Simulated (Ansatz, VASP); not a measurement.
**BN: VASP beside Ansatz**

File INCAR:

```
SYSTEM = BN
PREC = Accurate
ENCUT = 600
EDIFF = 1E-6
ISMEAR = 0
SIGMA = 0.02
LREAL = .FALSE.
LASPH = .TRUE.
NELM = 60
ALGO = Normal
ISIF = 4
LWAVE = .FALSE.
LCHARG = .FALSE.
GGA = PE
IBRION = 2
NSW = 50
EDIFFG = -0.01
```

KPOINTS

```
regular mesh
0
G
  12 12 6
  0 0 0
```

File POSCAR:

```
BN
1.0
    2.5287744925      0.0000000000      0.0000000000
   -1.2643872463      2.1899829509      0.0000000000
    0.0000000000      0.0000000000      4.1818397547
B N
2 2
Direct
    0.6666666667      0.3333333333      0.9998058548
    0.3333333333      0.6666666667      0.4998058548
    0.6666666667      0.3333333333      0.6251941452
    0.3333333333      0.6666666667      0.1251941452
```

Input for Ansatz:

```yaml
crystal:
  lattice:
    - [2.5287744925, 0.0, 0.0]
    - [-1.2643872463, 2.1899829509, 0.0]
    - [0.0, 0.0, 4.1818397547]
  atoms:
    - { symbol: B, position: [0.6666666667, 0.3333333333, 0.9998058548] }
    - { symbol: B, position: [0.3333333333, 0.6666666667, 0.4998058548] }
    - { symbol: "N", position: [0.6666666667, 0.3333333333, 0.6251941452] }
    - { symbol: "N", position: [0.3333333333, 0.6666666667, 0.1251941452] }
basis:
  ecutwfc: 420
kpoints:
  mp_grid: { grid: [12, 12, 6] }
hamiltonian:
  xc: pbe
scf:
  occupations: { method: gaussian, width: 0.02 }
output:
  forces: true
  stress: true
  eigenvalues: true
relax:
  adjacent_minimum: "off"
  f_tol: 0.01
  max_steps: 30
  cell: { stress_tol: 0.1, fix: [volume] }
```

Alike in both runs: task relaxation of shape and atoms at fixed volume; functional PBE; k mesh 12 × 12 × 6; occupations gaussian, width 0.02 eV; no spin polarisation.

|  | VASP | Ansatz |
| --- | --- | --- |
| version | VASP 6.6.1 | Ansatz 0.2.0 |
| potentials or method | VASP PAW PBE potentials, release 64 (B, N) | scalar-relativistic, plane waves, PAW |
| plane-wave cutoff (eV) | 600 | 420 |
| valence electrons in the cell | 16 | 16 |

```csv
,VASP,Ansatz,Ansatz less VASP
"gap on the k mesh at the Fermi level, each at its own relaxed structure (eV)",5.15,5.17,+0.020
relaxed volume (Å³/atom),5.79,5.79,0.000
relaxed cell length with the largest relative difference (Å),4.182,4.182,+0.0003
```

A k mesh can miss the band edges. Expect the measured gap to be larger: semilocal functionals such as PBE lack the derivative discontinuity.
